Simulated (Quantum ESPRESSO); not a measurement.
# PbS (Galena) (Fm-3m) in Quantum ESPRESSO: further runs

Runs on PbS (Galena). Level: rev-vdW-DF2. Tasks: single point, equation of state.

Program: Quantum ESPRESSO 7.5. These are calculated values, not measurements. Logs are shortened: lines on timing, memory, paths and dates and some standing lists are left out, and cuts for length are marked.

## (1) The crystal as given

Symmetry: Fm-3m, No. 225, cubic system. Conventional cell: a = 5.931 Å, b = 5.931 Å, c = 5.931 Å, α = 90.00°, β = 90.00°, γ = 90.00°. Pb (site symmetry m-3m) has 6 S at 2.97 Å as nearest neighbours. S (site symmetry m-3m) has 6 Pb at 2.97 Å as nearest neighbours.

## (2) Single point, rev-vdW-DF2, 24.52 Å³/atom

The input, pw.in:

```
&CONTROL
  calculation = 'scf'
  prefix = 'pwscf'
  outdir = './tmp'
  pseudo_dir = './pseudo'
  tprnfor = .true.
  tstress = .true.
  disk_io = 'nowf'
/
&SYSTEM
  ibrav = 0
  nat = 2
  ntyp = 2
  ecutwfc = 56
  nbnd = 16
  input_dft = 'vdw-df2-b86r'
  occupations = 'smearing'
  smearing = 'fd'
  degauss = 0.00367493
/
&ELECTRONS
  conv_thr = 4d-10
  electron_maxstep = 120
  mixing_beta = 0.5
/
ATOMIC_SPECIES
Pb   207.2000 Pb.upf
S     32.0600 S.upf
CELL_PARAMETERS angstrom
   0.0000000000    2.9052075019    2.9052075019
   2.9052075019    0.0000000000    2.9052075019
   2.9052075019    2.9052075019    0.0000000000
ATOMIC_POSITIONS crystal
Pb     0.0000000000    0.0000000000    0.0000000000
S      0.5000000000    0.5000000000    0.5000000000
K_POINTS automatic
8 8 8 0 0 0
```

Potentials or basis: PseudoDojo 0.4.1 SR PBE standard.

Launch:

```sh
$ OMP_NUM_THREADS=1 pw.x -in pw.in > pw.out
```

pw.out:

```text
This program is part of the open-source Quantum ESPRESSO suite
     for quantum simulation of materials; please cite
         "P. Giannozzi et al., J. Phys.:Condens. Matter 21 395502 (2009);
         "P. Giannozzi et al., J. Phys.:Condens. Matter 29 465901 (2017);
         "P. Giannozzi et al., J. Chem. Phys. 152 154105 (2020);
     in publications or presentations arising from this work. More details at

     IMPORTANT: XC functional enforced from input :
     Exchange-correlation= VDW-DF2-B86R
                           (   1   4  26   0   2   0   0)
     Any further DFT definition will be discarded
     Please, verify this is what you really want

     Message from routine setup:
     using ibrav=0 with symmetry is DISCOURAGED, use correct ibrav instead

     G-vector sticks info
     --------------------
     sticks:   dense  smooth     PW     G-vecs:    dense   smooth      PW
     Sum         931     931    283                18883    18883    3119

     Using Slab Decomposition

     bravais-lattice index     =            0
     lattice parameter (alat)  =       7.7641  a.u.
     unit-cell volume          =     330.9467 (a.u.)^3
     number of atoms/cell      =            2
     number of atomic types    =            2
     number of electrons       =        20.00
     number of Kohn-Sham states=           16
     kinetic-energy cutoff     =      56.0000  Ry
     charge density cutoff     =     224.0000  Ry
     scf convergence threshold =      4.0E-10
     mixing beta               =       0.5000
     number of iterations used =            8  plain     mixing
     Exchange-correlation= VDW-DF2-B86R
                           (   1   4  26   0   2   0   0)

     celldm(1)=   7.764098  celldm(2)=   0.000000  celldm(3)=   0.000000
     celldm(4)=   0.000000  celldm(5)=   0.000000  celldm(6)=   0.000000

     crystal axes: (cart. coord. in units of alat)
               a(1) = (   0.000000   0.707107   0.707107 )
               a(2) = (   0.707107   0.000000   0.707107 )
               a(3) = (   0.707107   0.707107   0.000000 )

     reciprocal axes: (cart. coord. in units 2 pi/alat)
               b(1) = ( -0.707107  0.707107  0.707107 )
               b(2) = (  0.707107 -0.707107  0.707107 )
               b(3) = (  0.707107  0.707107 -0.707107 )

     PseudoPot. # 1 for Pb read from file:
     Pb.upf
     Pseudo is Norm-conserving + core correction, Zval = 14.0
     Generated using ONCVPSP code by D. R. Hamann
     Using radial grid of 1678 points,  6 beta functions with:
                l(1) =   0
                l(2) =   0
                l(3) =   1
                l(4) =   1
                l(5) =   2
                l(6) =   2

     PseudoPot. # 2 for S  read from file:
     S.upf
     Pseudo is Norm-conserving + core correction, Zval =  6.0
     Generated using ONCVPSP code by D. R. Hamann
     Using radial grid of 1146 points,  6 beta functions with:
                l(1) =   0
                l(2) =   0
                l(3) =   1
                l(4) =   1
                l(5) =   2
                l(6) =   2

     atomic species   valence    mass     pseudopotential
     Pb               14.00   207.20000     Pb( 1.00)
     S                 6.00    32.06000     S ( 1.00)

     48 Sym. Ops., with inversion, found

   Cartesian axes

     site n.     atom                  positions (alat units)
         1        Pb     tau(   1) = (   0.0000000   0.0000000   0.0000000  )
         2        S      tau(   2) = (   0.7071068   0.7071068   0.7071068  )

     number of k points=    29  Fermi-Dirac smearing, width (Ry)=  0.0037
                       cart. coord. in units 2pi/alat
        k(    1) = (   0.0000000   0.0000000   0.0000000), wk =   0.0039062
        k(    2) = (   0.0883883   0.0883883  -0.0883883), wk =   0.0312500
        k(    3) = (   0.1767767   0.1767767  -0.1767767), wk =   0.0312500
        k(    4) = (   0.2651650   0.2651650  -0.2651650), wk =   0.0312500
        k(    5) = (  -0.3535534  -0.3535534   0.3535534), wk =   0.0156250
        k(    6) = (   0.1767767   0.0000000   0.0000000), wk =   0.0234375
[... 21 lines left out ...]
        k(   28) = (  -0.7071068   0.1767767  -0.0000000), wk =   0.0468750
        k(   29) = (  -0.7071068   0.3535534   0.0000000), wk =   0.0234375

     Dense  grid:    18883 G-vectors     FFT dimensions: (  40,  40,  40)

     Initial potential from superposition of free atoms

     starting charge      19.9978, renormalised to      20.0000

     %%%%%%%%%%%%%%%%%%%%%%%%%%%%%%%%%%%%%%%%%%%%%%%%%%%%%%%%%%%%%%%%%%%%%%%%
     %                                                                      %
     % You are using vdW-DF, which was implemented by the Thonhauser group. %
     % Please cite the following two papers that made this development      %
     % possible and the two reviews that describe the various versions:     %
[... 76 lines left out ...]
     7.6242   9.6900   9.7997  11.3959  11.3959  18.3946  19.6862  20.3218

          k = 0.1768 0.0000 0.0000 (  2337 PWs)   bands (ev):

    -7.2751  -7.2728  -7.2593  -7.2593  -7.2509  -4.3426   3.0156   6.9602
     6.9602   8.1036  12.6199  14.5245  14.5245  15.2454  17.4645  17.4646

          k = 0.2652 0.0884-0.0884 (  2337 PWs)   bands (ev):

    -7.2952  -7.2754  -7.2620  -7.2466  -7.2344  -4.0078   2.2579   6.8457
     6.9424   8.5193  11.5240  13.5830  13.8882  15.4392  17.9532  18.2594

          k = 0.3536 0.1768-0.1768 (  2351 PWs)   bands (ev):
[... 11 lines left out ...]
    -7.3107  -7.2905  -7.2627  -7.2193  -7.2175  -3.1608   0.6763   6.4680
     7.5509   9.0061  10.4682  11.6534  12.9760  17.7361  18.5764  19.8354

          k =-0.0884-0.2652 0.2652 (  2345 PWs)   bands (ev):

    -7.2906  -7.2832  -7.2656  -7.2387  -7.2268  -3.6767   1.5143   6.4173
     7.6838   9.0062  10.8986  11.9358  13.4663  17.0446  17.3231  19.2287

          k = 0.0000-0.1768 0.1768 (  2311 PWs)   bands (ev):

    -7.2724  -7.2705  -7.2694  -7.2577  -7.2411  -4.1544   2.4598   6.7114
     7.5235   8.3133  12.2323  12.8805  13.9392  16.6007  16.7264  17.8273

          k = 0.3536 0.0000 0.0000 (  2333 PWs)   bands (ev):

    -7.3382  -7.2870  -7.2393  -7.2323  -7.2323  -3.7551   2.2282   6.4545
     6.4545   7.7099  12.0377  14.1461  14.5871  14.5871  19.4424  19.6658

          k = 0.4419 0.0884-0.0884 (  2346 PWs)   bands (ev):

    -7.3734  -7.2869  -7.2459  -7.2209  -7.2113  -3.3061   1.7223   6.1599
     6.3287   6.8911  12.7331  13.6591  14.2684  15.0699  20.0609  20.1130

          k =-0.1768-0.5303 0.5303 (  2335 PWs)   bands (ev):

    -7.3811  -7.2734  -7.2587  -7.2214  -7.2032  -2.8709   1.0837   5.4611
     6.5115   7.1877  12.4320  13.4228  13.9778  15.9039  20.3103  20.4124

          k =-0.0884-0.4419 0.4419 (  2335 PWs)   bands (ev):

    -7.3602  -7.2707  -7.2533  -7.2327  -7.2123  -2.8082   0.8401   5.1604
     6.9586   7.8762  11.7564  12.5551  14.0921  17.4487  18.9155  19.2596

          k = 0.0000-0.3536 0.3536 (  2337 PWs)   bands (ev):

    -7.3230  -7.2788  -7.2530  -7.2324  -7.2290  -3.1963   1.0937   5.5016
     7.4829   8.7407  10.9760  11.9311  13.8436  17.8092  18.4851  19.5499

          k = 0.5303-0.0000 0.0000 (  2357 PWs)   bands (ev):

    -7.4289  -7.2989  -7.2277  -7.2040  -7.2040  -2.9751   1.9823   5.2632
     5.9795   5.9795  13.4646  14.2047  15.1350  15.1350  20.2400  21.4246

          k =-0.0884-0.6187 0.6187 (  2338 PWs)   bands (ev):

    -7.4453  -7.2950  -7.2321  -7.2012  -7.1966  -2.6649   1.8040   4.3808
     5.9817   6.1944  13.3589  14.7724  14.8258  15.3989  21.0676  21.2469

          k = 0.0000-0.5303 0.5303 (  2329 PWs)   bands (ev):

    -7.4164  -7.2756  -7.2477  -7.2148  -7.2024  -2.5885   1.3004   4.3435
     6.3380   6.8936  12.9277  13.7804  14.7793  15.8266  19.8126  20.6964

          k =-0.7071 0.0000 0.0000 (  2346 PWs)   bands (ev):

    -7.4718  -7.3039  -7.2228  -7.1920  -7.1920  -2.5702   2.2320   3.8912
     5.7919   5.7919  13.2368  15.3995  15.4867  15.4867  20.7752  21.6882

          k = 0.3536 0.1768 0.0000 (  2342 PWs)   bands (ev):

    -7.3236  -7.2756  -7.2629  -7.2331  -7.2237  -3.6075   1.7237   6.1507
     7.1225   8.2066  11.5539  12.9827  13.7331  15.9047  18.9709  19.5602

          k =-0.2652-0.4419 0.6187 (  2342 PWs)   bands (ev):

    -7.3450  -7.2732  -7.2634  -7.2279  -7.2132  -3.1028   1.0685   5.8041
     6.6674   8.3351  11.3507  12.8101  13.6988  16.6654  19.4022  19.9726

          k =-0.1768-0.3536 0.5303 (  2342 PWs)   bands (ev):
[... 6 lines left out ...]
    -7.4043  -7.2846  -7.2465  -7.2117  -7.2044  -2.9004   1.5137   5.3506
     5.6412   7.1816  13.0368  13.6383  14.2471  15.9188  20.4030  20.9321

          k =-0.0884-0.4419 0.6187 (  2337 PWs)   bands (ev):

    -7.4042  -7.2688  -7.2544  -7.2271  -7.1979  -2.6310   1.2301   4.7666
     5.4765   7.9306  12.1420  13.8653  14.4558  16.6559  18.9426  21.2281

          k = 0.0000-0.3536 0.5303 (  2328 PWs)   bands (ev):

    -7.3790  -7.2671  -7.2490  -7.2412  -7.2049  -2.7257   1.0566   4.9387
     5.8732   8.4703  11.4024  13.5882  14.1622  17.8137  17.8673  20.6352

          k =-0.7071 0.1768-0.0000 (  2346 PWs)   bands (ev):

    -7.4440  -7.2885  -7.2366  -7.2094  -7.1920  -2.5507   1.7279   4.1190
     5.4430   6.9610  13.5622  13.6718  15.0580  16.1384  20.1560  21.4354

          k =-0.7071 0.3536 0.0000 (  2328 PWs)   bands (ev):

    -7.4111  -7.2554  -7.2499  -7.2499  -7.1920  -2.5296   1.3484   4.7243
     4.7243   8.4942  11.7180  14.2961  14.2961  17.8859  17.8859  21.8170

     the Fermi energy is     9.7448 ev

!    total energy              =    -162.98914021 Ry
     estimated scf accuracy    <          2.8E-10 Ry
     smearing contrib. (-TS)   =      -0.00006462 Ry
     internal energy E=F+TS    =    -162.98907559 Ry

     The total energy is F=E-TS. E is the sum of the following terms:
     one-electron contribution =     -32.28394146 Ry
     hartree contribution      =      29.29402065 Ry
     xc contribution           =     -46.45156249 Ry
     ewald contribution        =    -113.54759229 Ry

     convergence has been achieved in   9 iterations

     Forces acting on atoms (cartesian axes, Ry/au):

     atom    1 type  1   force =    -0.00000000   -0.00000000    0.00000000
     atom    2 type  2   force =    -0.00000000   -0.00000000    0.00000000

     Total force =     0.000000     Total SCF correction =     0.000000

     Computing stress (Cartesian axis) and pressure

          total   stress  (Ry/bohr**3)                   (kbar)     P=       54.50
   0.00037050  -0.00000000   0.00000000           54.50       -0.00        0.00
  -0.00000000   0.00037050   0.00000000           -0.00       54.50        0.00
   0.00000000   0.00000000   0.00037050            0.00        0.00       54.50

=------------------------------------------------------------------------------=
   JOB DONE.
=------------------------------------------------------------------------------=
```

It took 1.8 min on 1 thread of Intel Xeon Platinum 8259CL at 2.50GHz (Skylake/Cascade Lake), shared host; peak memory 0.11 GiB.

Results:

* Free energy: -2217.5802 eV
* Pressure: 5.5 GPa
* Band gap on the k mesh: 0.11 eV, direct

Caveat: the potentials were made for another functional, which shifts forces and pressure; spin-orbit coupling is left out, which as a rule narrows the gap of such compounds by several tenths of an eV.

## (3) Single point, rev-vdW-DF2, 25.04 Å³/atom

Changes to pw.in since step 2:

```diff
@@ -29,5 +29,5 @@
 CELL_PARAMETERS angstrom
-   0.0000000000    2.9052075019    2.9052075019
-   2.9052075019    0.0000000000    2.9052075019
-   2.9052075019    2.9052075019    0.0000000000
+   0.0000000000    2.9256673838    2.9256673838
+   2.9256673838    0.0000000000    2.9256673838
+   2.9256673838    2.9256673838    0.0000000000
 ATOMIC_POSITIONS crystal
```

Potentials or basis: PseudoDojo 0.4.1 SR PBE standard.

Launch:

```sh
$ OMP_NUM_THREADS=1 pw.x -in pw.in > pw.out
```

Run time: 1.8 min. Hardware: 1 thread of Intel Xeon Platinum 8259CL at 2.50GHz (Skylake/Cascade Lake), shared host; peak memory 0.11 GiB.

Results (log left out):

| Property | Result |
| --- | --- |
| Free energy | -2217.6106 eV |
| Pressure | 3.9 GPa |
| Band gap on the k mesh | 0.20 eV, direct |

Caveat: the potentials were made for another functional, which shifts forces and pressure; spin-orbit coupling is left out, which as a rule narrows the gap of such compounds by several tenths of an eV.

## (4) Single point, rev-vdW-DF2, 25.56 Å³/atom

Changes to pw.in since step 3:

```diff
@@ -29,5 +29,5 @@
 CELL_PARAMETERS angstrom
-   0.0000000000    2.9256673838    2.9256673838
-   2.9256673838    0.0000000000    2.9256673838
-   2.9256673838    2.9256673838    0.0000000000
+   0.0000000000    2.9458450378    2.9458450378
+   2.9458450378    0.0000000000    2.9458450378
+   2.9458450378    2.9458450378    0.0000000000
 ATOMIC_POSITIONS crystal
```

Launch:

```sh
$ OMP_NUM_THREADS=1 pw.x -in pw.in > pw.out
```

Wall time 1.9 min (1 thread of Intel Xeon Platinum 8259CL at 2.50GHz (Skylake/Cascade Lake), shared host); peak memory 0.11 GiB.

The run converged. Its results:

| Quantity | Value |
| --- | --- |
| Free energy | -2217.6313 eV |
| Pressure | 2.5 GPa |
| Band gap on the k mesh | 0.27 eV, direct |

Caveat: the potentials were made for another functional, which shifts forces and pressure; spin-orbit coupling is left out, which as a rule narrows the gap of such compounds by several tenths of an eV.

## (5) Single point, rev-vdW-DF2, 26.09 Å³/atom

Changes to pw.in since step 4:

```diff
@@ -29,5 +29,5 @@
 CELL_PARAMETERS angstrom
-   0.0000000000    2.9458450378    2.9458450378
-   2.9458450378    0.0000000000    2.9458450378
-   2.9458450378    2.9458450378    0.0000000000
+   0.0000000000    2.9657500000    2.9657500000
+   2.9657500000    0.0000000000    2.9657500000
+   2.9657500000    2.9657500000    0.0000000000
 ATOMIC_POSITIONS crystal
```

Launch:

```sh
$ OMP_NUM_THREADS=1 pw.x -in pw.in > pw.out
```

Run time: 2 min. Hardware: 1 thread of Intel Xeon Platinum 8259CL at 2.50GHz (Skylake/Cascade Lake), shared host; peak memory 0.11 GiB.

It converged, with:

```
Free energy            : -2217.6432 eV
Pressure               : 1.2 GPa
Band gap on the k mesh : 0.35 eV, direct
```

Caveat: the potentials were made for another functional, which shifts forces and pressure; spin-orbit coupling is left out, which as a rule narrows the gap of such compounds by several tenths of an eV.

## (6) Single point, rev-vdW-DF2, 26.61 Å³/atom

Changes to pw.in since step 5:

```diff
@@ -29,5 +29,5 @@
 CELL_PARAMETERS angstrom
-   0.0000000000    2.9657500000    2.9657500000
-   2.9657500000    0.0000000000    2.9657500000
-   2.9657500000    2.9657500000    0.0000000000
+   0.0000000000    2.9853913009    2.9853913009
+   2.9853913009    0.0000000000    2.9853913009
+   2.9853913009    2.9853913009    0.0000000000
 ATOMIC_POSITIONS crystal
```

Potentials or basis: PseudoDojo 0.4.1 SR PBE standard.

Launch:

```sh
$ OMP_NUM_THREADS=1 pw.x -in pw.in > pw.out
```

It took 2 min on 1 thread of Intel Xeon Platinum 8259CL at 2.50GHz (Skylake/Cascade Lake), shared host; peak memory 0.11 GiB.

The run converged. Its results:

```yaml
Free_energy: -2217.6471 eV
Pressure: 0.0 GPa
Band_gap_on_the_k_mesh: 0.41 eV, direct
```

Caveat: the potentials were made for another functional, which shifts forces and pressure; spin-orbit coupling is left out, which as a rule narrows the gap of such compounds by several tenths of an eV.

## (7) Single point, rev-vdW-DF2, 27.13 Å³/atom

Changes to pw.in since step 6:

```diff
@@ -29,5 +29,5 @@
 CELL_PARAMETERS angstrom
-   0.0000000000    2.9853913009    2.9853913009
-   2.9853913009    0.0000000000    2.9853913009
-   2.9853913009    2.9853913009    0.0000000000
+   0.0000000000    3.0047775019    3.0047775019
+   3.0047775019    0.0000000000    3.0047775019
+   3.0047775019    3.0047775019    0.0000000000
 ATOMIC_POSITIONS crystal
```

Launch:

```sh
$ OMP_NUM_THREADS=1 pw.x -in pw.in > pw.out
```

Wall time 2 min (1 thread of Intel Xeon Platinum 8259CL at 2.50GHz (Skylake/Cascade Lake), shared host); peak memory 0.11 GiB.

The run converged. Its results:

| Property | Result |
| --- | --- |
| Free energy | -2217.6439 eV |
| Pressure | -1.0 GPa |
| Band gap on the k mesh | 0.48 eV, direct |

Caveat: the potentials were made for another functional, which shifts forces and pressure; spin-orbit coupling is left out, which as a rule narrows the gap of such compounds by several tenths of an eV.

## (8) Single point, rev-vdW-DF2, 27.65 Å³/atom

Changes to pw.in since step 7:

```diff
@@ -29,5 +29,5 @@
 CELL_PARAMETERS angstrom
-   0.0000000000    3.0047775019    3.0047775019
-   3.0047775019    0.0000000000    3.0047775019
-   3.0047775019    3.0047775019    0.0000000000
+   0.0000000000    3.0239167281    3.0239167281
+   3.0239167281    0.0000000000    3.0239167281
+   3.0239167281    3.0239167281    0.0000000000
 ATOMIC_POSITIONS crystal
```

Launch:

```sh
$ OMP_NUM_THREADS=1 pw.x -in pw.in > pw.out
```

It took 1.9 min on 1 thread of Intel Xeon Platinum 8259CL at 2.50GHz (Skylake/Cascade Lake), shared host; peak memory 0.11 GiB.

It converged, with:

| Item | Value |
| --- | --- |
| Free energy | -2217.6342 eV |
| Pressure | -2.0 GPa |
| Band gap on the k mesh | 0.53 eV, direct |

Caveat: the potentials were made for another functional, which shifts forces and pressure; spin-orbit coupling is left out, which as a rule narrows the gap of such compounds by several tenths of an eV.

## (9) Equation of state, rev-vdW-DF2

Potentials or basis: PseudoDojo 0.4.1 SR PBE standard.

No new run: the results of the series are fitted here.

Results:

```
Equilibrium volume                      : 26.63 Å³/atom
Bulk modulus                            : 56 GPa
Pressure derivative of the bulk modulus : 4.2
```

Energy against volume, from the lowest point:
```tsv
volume (Å³/atom)	energy (meV/atom)
24.521	33.44
25.042	18.26
25.564	7.92
26.086	1.97
26.607	0.00
27.129	1.61
27.651	6.44
```

Caveat: the potentials were made for another functional, which shifts forces and pressure. The run has no spin-orbit coupling, so splittings on Pb are missing.
